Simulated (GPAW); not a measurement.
A run of GPAW 26.7.0 is set up as follows.

The input run.py:

```python
from ase import Atoms
from ase.dft.bandgap import bandgap
from ase.io import write
from ase.units import GPa
from gpaw import GPAW, PW

atoms = Atoms(['Ba', 'Ti', 'O', 'O', 'O'],
              cell=[[3.9855, 0.0, 0.0],
                    [0.0, 2.8369, 2.84515],
                    [0.0, -2.8369, 2.84515]],
              scaled_positions=[[0.0, 0.0, 0.0],
                                [0.5, 0.5124, 0.5124],
                                [0.5, 0.99184, 0.50524],
                                [0.5, 0.50524, 0.99184],
                                [0.0, 0.4874, 0.4874]],
              pbc=True)

calc = GPAW(mode=PW(600),
            xc='LDA',
            kpts={'size': (6, 6, 6), 'gamma': True},
            occupations={'name': 'fermi-dirac', 'width': 0.05},
            nbands=36,
            maxiter=120,
            txt='gpaw.txt')
atoms.calc = calc
energy = atoms.get_potential_energy()
forces = atoms.get_forces()
stress = atoms.get_stress()
calc.write('gs.gpw')
write('result.traj', atoms)
print(f'Energy: {energy:.6f} eV')
print('Forces (eV/A):')
print(forces.round(4))
print('Stress (GPa):', (stress / GPa).round(3))
print('Fermi level:', round(calc.get_fermi_level(), 4), 'eV')
print(f'Gap: {bandgap(calc)[0]:.4f} eV, direct: {bandgap(calc, direct=True)[0]:.4f} eV')
```

Potentials or basis: the program's PAW data sets (release 1.2.1) made for this functional, pw.

Run with:

```sh
$ OMP_NUM_THREADS=1 python run.py
```

Task: Predict the largest force.

Result: 0.307 eV/Å.

Task: Predict the band gap on the k mesh.

Result: 1.80 eV, indirect (least direct gap 1.99 eV).

Stress tensor (GPa, compression positive):
```
-11.64   0.00   0.00
  0.00 -11.52   0.00
  0.00   0.00 -12.14
```

Caveat: the cutoff is short for stress and forces, so pressures can be off by a GPa or more; spin-orbit coupling is left out, which moves the levels of the heavy elements. A k mesh can miss the band edges.
